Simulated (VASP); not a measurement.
A run of VASP 6.6.1 is set up as follows.

File INCAR:

```
PREC     = Accurate       # precision mode
ENCUT    = 520            # plane-wave cutoff, eV
EDIFF    = 1E-7           # SCF threshold, eV
ISMEAR   = 0              # smearing method
SIGMA    = 0.1            # smearing width, eV
LREAL    = F              # projectors in reciprocal space
LASPH    = T              # aspherical terms in the spheres
NELM     = 60             # most SCF steps
ALGO     = Normal         # electronic algorithm
ISIF     = 3              # what is computed and relaxed
LWAVE    = F              # write WAVECAR
LCHARG   = F              # write CHGCAR
GGA      = PS             # functional
IBRION   = 2              # ionic algorithm
NSW      = 80             # ionic steps
EDIFFG   = -0.002         # ionic threshold
PSTRESS  = 750.0
```

Contents of KPOINTS:

```
regular mesh
0
Gamma
  6 6 6
```

POSCAR

```
Se                                      
1.0
    1.9194145509      1.1081745151      0.9290819224
   -1.9194145509      1.1081745151      0.9290819224
    0.0000000000     -2.2163490304      0.9290819224
  Se            
     1
Direct
     0.0000000000000000    0.0000000000000000    0.0000000000000000
```

Potentials or basis: VASP PAW PBE potentials, release 64 (Se).

Launch:

```bash
$ cat potpaw_PBE.64/Se/POTCAR > POTCAR
$ mpirun -np 1 vasp_std > vasp.out
```

Question: What does it give for the relaxed cell?

Answer: a = 2.486 Å, b = 2.486 Å, c = 2.486 Å, α = 105.29°, β = 105.29°, γ = 105.29°.

Question: Predict the band gap on the k mesh.

Answer: None (metal or under the smearing width).

Question: What does it give for the relaxed volume?

Answer: 13.35 Å³/atom.

Step by step:
```tsv
step	energy change (eV)	largest force (eV/Å)	pressure (GPa)	volume (Å³)
1	0.0000	0.0000	125.00	11.86
2	-1.8673	0.0000	-0.85	19.41
3	-0.9863	0.0000	68.15	13.55
4	-0.8809	0.0000	74.13	13.31
5	-0.8655	0.0000	74.99	13.28
6	-0.9013	0.0000	75.40	13.33
7	-0.9011	0.0000	75.40	13.33
8	-0.9006	0.0000	75.41	13.33
9	-0.9259	0.0000	73.91	13.38
10	-0.9076	0.0000	75.00	13.34
11	-0.9077	0.0000	74.99	13.34
12	-0.9078	0.0000	75.00	13.35
13	-0.9078	0.0000	75.00	13.35
```

Caveat: the k mesh is coarse (spacing up to 0.49 Å⁻¹), so the values aren't converged; the cell is relaxed towards a set pressure, so the enthalpy falls and the energy may rise; the PAW data sets were made with another functional, which shifts forces and pressure a little. Zero-point motion and thermal expansion aren't in these numbers.
